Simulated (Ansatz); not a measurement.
# LiH: ideal shear of a crystal plane

Theory: DFT PBEsol, scalar-relativistic, plane waves, PAW in Ansatz 0.2.0. Cutoff 420 eV, Γ-centred 6×8×2 k-points, Gaussian smearing of 0.05 eV. No spin polarisation. Energies are free energies at this smearing, counted from the undisturbed cell; pressure is positive in compression.

The undisturbed cell (relaxed at this level):

```
Li H
1.0
     3.97914    0.00000    0.00000
     0.00000    1.98957   -1.98957
     0.00000    7.95829    7.95829
Li H
8 8
Direct
  0.00000 0.00000 0.18750
  0.50000 0.50000 0.31250
  0.00000 0.00000 0.43750
  0.50000 0.50000 0.56250
  0.00000 0.00000 0.68750
  0.50000 0.50000 0.81250
  0.00000 0.00000 0.93750
  0.50000 0.50000 0.06250
  0.50000 0.00000 0.18750
  0.00000 0.50000 0.31250
  0.50000 0.00000 0.43750
  0.00000 0.50000 0.56250
  0.50000 0.00000 0.68750
  0.00000 0.50000 0.81250
  0.50000 0.00000 0.93750
  0.00000 0.50000 0.06250
```

The cut lies on the cell's a–b face, a (0 1 1) plane (indices in the standard cell, whose axes needn't be the Cartesian ones shown) of area 11.20 Å², between layers 1.41 Å apart. Vector c is tilted by f times 0·a + 1·b (length 2.814 Å) with the atoms' Cartesian places fixed: one unrelaxed fault a cell. The traction is dγ/du, the slope of γ against the slip u in Å. Some rows repeat others by symmetry and weren't run.

| f | γ (mJ/m²) | traction (GPa) |
| --- | --- | --- |
| 0.0000 | 0 | 0.0 |
| 0.1000 | 99 | 7.1 |
| 0.2000 | 399 | 14.1 |
| 0.3000 | 861 | 17.8 |
| 0.4000 | 1321 | 13.2 |
| 0.5000 | 1519 | 0.0 |
| 0.6000 | 1321 | -13.2 |
| 0.7000 | 861 | -17.8 |
| 0.8000 | 399 | -14.1 |
| 0.9000 | 99 | -7.1 |

Problem. Read off the first barrier and the stress needed to climb it, and compare with Frenkel's sinusoid.

Solution. The first sampled maximum lies at f = 0.500, a slip of 1.41 Å, with γ ≈ 1519 mJ/m², which stands in for the unstable fault energy γ_us, and the steepest sampled slope before it is 17.8 GPa. A sinusoid γ = γ_us sin²(πu/λ) with its maximum there has λ = 2.81 Å and a largest slope πγ_us/λ = 17.0 GPa (1 mJ/m² per Å = 0.01 GPa).

Problem. Is there a metastable fault on this line?

Solution. Apart from points where γ returns to about zero, no local minimum shows among the samples, so at this sampling the line offers no fault for a dislocation to split on; a fault can still lie off the line.

The cut is rigid; relaxing the faces lowers these energies and usually the stresses.

Cost: 6 runs of about 0.61 core-minutes in all, on Intel Xeon (Ice Lake) (shared hosts).